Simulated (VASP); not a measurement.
# Ru: single point with PBEsol

Slab: Ru, a slab with vacuum.

```
CELL_PARAMETERS angstrom
2.68790 0.00000 0.00000
0.00000 4.25521 0.00000
0.00000 0.00000 27.41489
ATOMIC_POSITIONS crystal
Ru 0.00000 0.75000 0.27735
Ru 0.50000 0.25000 0.30172
Ru 0.50000 0.75000 0.35806
Ru 0.00000 0.25000 0.38629
Ru 0.00000 0.75000 0.44346
Ru 0.50000 0.25000 0.47169
Ru 0.50000 0.75000 0.52831
Ru 0.00000 0.25000 0.55654
Ru 0.00000 0.75000 0.61371
Ru 0.50000 0.25000 0.64194
Ru 0.50000 0.75000 0.69828
Ru 0.00000 0.25000 0.72265
```

The slab is cut from a database's or a generator's crystal, which needn't be the stable form of the element.

```yaml
Program: VASP 6.6.1
Task: single point
Functional: PBEsol
Potentials_or_basis: VASP PAW PBE potentials, release 64 (Ru_pv)
Cutoff: 520 eV
k_mesh: 14 × 9 × 1
Occupations: methfessel-paxton, width 0.1 eV
Spin: no spin polarisation
```

| Property | Result |
| --- | --- |
| Largest force | 0.018 eV/Å |
| Band gap on the k mesh | none (metal or under the smearing width) |
| Work function of the upper face | 4.90 eV |
| Work function of the lower face | 4.90 eV |

Forces in eV/Å, atoms in the order of the input:
```
Ru   0.000  0.000  0.000
Ru   0.000  0.000  0.014
Ru   0.000  0.000 -0.007
Ru   0.000  0.000 -0.003
Ru   0.000  0.000  0.015
Ru   0.000  0.000 -0.018
Ru   0.000  0.000  0.018
Ru   0.000  0.000 -0.015
Ru   0.000  0.000  0.003
Ru   0.000  0.000  0.007
Ru   0.000  0.000 -0.014
Ru   0.000  0.000  0.000
```

Levels at points of the mesh, in eV from the Fermi level:
```tsv
k point	band 81	band 82	band 83	band 84	band 85	band 86	band 87	band 88
(0.00, 0.00, 0.00)	-1.23	-1.14	-0.98	-0.96	-0.92	-0.76	-0.64	-0.07
(0.50, 0.00, 0.00)	0.15	0.28	0.82	1.02	1.27	1.39	1.46	1.50
```

Core levels (eV, on the scale of the bands):
| atom | levels |
| --- | --- |
| 1 Ru | 1s -21925.8, 2s -3146.1, 2p -2816.7, 3s -547.8, 3p -439.6, 3d -265.5, 4s -68.4 |
| 2 Ru | 1s -21926.1, 2s -3146.4, 2p -2817.0, 3s -548.1, 3p -439.8, 3d -265.8, 4s -68.6 |
| 3 Ru | 1s -21926.2, 2s -3146.6, 2p -2817.2, 3s -548.3, 3p -440.1, 3d -266.1, 4s -68.9 |
| 4 Ru | 1s -21926.2, 2s -3146.6, 2p -2817.1, 3s -548.2, 3p -440.0, 3d -266.0, 4s -68.8 |
| 5 Ru | 1s -21926.1, 2s -3146.5, 2p -2817.0, 3s -548.1, 3p -439.9, 3d -265.9, 4s -68.7 |
| 6 Ru | 1s -21926.1, 2s -3146.5, 2p -2817.0, 3s -548.1, 3p -439.9, 3d -265.9, 4s -68.7 |

It took 17 min on 1 × NVIDIA H100 80GB with 1 thread of AMD EPYC 7R13 Processor (Zen 3), with other jobs on the host, peak memory 1.9 GiB.

Caveat: the PAW data sets were made with another functional, which shifts forces and pressure a little.
